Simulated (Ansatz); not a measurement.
Level of theory: DFT PBE, scalar-relativistic, plane waves, PAW in Ansatz 0.2.0. Settings: cutoff 420 eV, Γ-centred meshes spaced at most about 0.3 Å⁻¹, and about 0.25 Å⁻¹ or finer for metals (2π included), Gaussian smearing. No spin polarisation.

Each guess is relaxed in cell and atoms at zero pressure, on a coarse mesh first where it starts far from rest and then on a converged one. The steps can't lower the symmetry of the start, but it can rise. Energies are static (0 K, no zero-point motion).

Two unrelaxed guesses for TiC₃:

Guess 1.

```
CELL_PARAMETERS angstrom
0.00000 3.12215 3.12215
3.12215 0.00000 3.12215
3.12215 3.12215 0.00000
ATOMIC_POSITIONS crystal
Ti 0.00000 0.00000 0.00000
C 0.50000 0.50000 0.50000
C 0.25000 0.25000 0.25000
C 0.75000 0.75000 0.75000
```

Guess 2.

```
CELL_PARAMETERS angstrom
3.72910 0.00000 0.00000
0.00000 3.72910 0.00000
0.00000 0.00000 3.72910
ATOMIC_POSITIONS crystal
Ti 0.00000 0.00000 0.00000
C 0.50000 0.50000 0.00000
C 0.50000 0.00000 0.50000
C 0.00000 0.50000 0.50000
```

Question: Which guess leads to the lower structure, and by how much?

Answer: Guess 2 ends lower, by 0.46 eV/atom. Guess 1: Fm-3m at 15.2 Å³/atom → Fm-3m (BiF3 (D0_3) type) at 8.9 Å³/atom; Guess 2: Pm-3m at 13.0 Å³/atom → Pm-3m (Cu3Au (L1_2) type) at 8.2 Å³/atom. Counting C atoms around Ti (those within 1.25 times the shortest such distance or 1.15 times the sum of covalent radii; a plus sign parts nearer from farther groups), the end of guess 1 has Ti 8+6 and the end of guess 2 has Ti 12. End of guess 1. Conventional cell: a = 5.219 Å. Ti has 8 C at 2.26 Å and 6 C at 2.61 Å; around C on a site of symmetry m-3m lie 8 C at 2.26 Å and 6 Ti at 2.61 Å; around C on a site of symmetry -43m lie 4 C at 2.26 Å, 4 Ti at 2.26 Å and 6 C at 2.61 Å. End of guess 2. Conventional cell: a = 3.201 Å. Ti has 12 C at 2.26 Å; C has 4 Ti at 2.26 Å and 8 C at 2.26 Å.

Ends held by symmetry can be saddle points. Neither end is the lowest form computed: that has space group Pmma (No. 51) and lies 1.95 eV/atom below the better end. Even the lowest of the cells shown lies +1.90 eV/atom against the elements. Some candidate types were left out of the draw beforehand, so a known form may be missing.
